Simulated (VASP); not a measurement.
MgSn2N2, 5 atoms in the cell. The structure is trigonal, space group P-3m1 (No. 164). Conventional cell: a = 3.254 Å, b = 3.254 Å, c = 9.059 Å, α = 90.00°, β = 90.00°, γ = 120.00°. Around Mg (site symmetry -3m) lie 6 N at 2.29 Å. Sn (site symmetry 3m) is surrounded by 3 N at 2.29 Å. N (site symmetry 3m) has 3 Sn at 2.29 Å and 3 Mg at 2.29 Å as nearest neighbours. The cell was built by a generator and needn't be a form met in nature.

```yaml
Program: VASP 6.6.1
Task: single point
Functional: PBE
Potentials_or_basis: VASP PAW PBE potentials, release 64 (Mg, Sn_d, N)
Cutoff: 520 eV
k_mesh: 8 × 8 × 2
Occupations: gaussian, width 0.02 eV
Spin: no spin polarisation
Further_INCAR_settings: ALGO = Normal; EDIFF = 1e-06
```

Potentials or basis: VASP PAW PBE potentials, release 64 (Mg, Sn_d, N).

The run is started by

```console
$ cat potpaw_PBE.64/Mg/POTCAR potpaw_PBE.64/Sn_d/POTCAR potpaw_PBE.64/N/POTCAR > POTCAR
$ mpirun -np 4 vasp_std > vasp.out
```

Hardware: 4 MPI ranks on Intel(R) Xeon(R) Platinum 8488C (Sapphire Rapids), with other jobs on the host.

Estimate the wall time of this run.

Run time: 21 s on 4 MPI ranks on Intel(R) Xeon(R) Platinum 8488C (Sapphire Rapids) (shared host), peak memory 0.21 GiB a rank. Counts: scf iterations 17, k points 20.
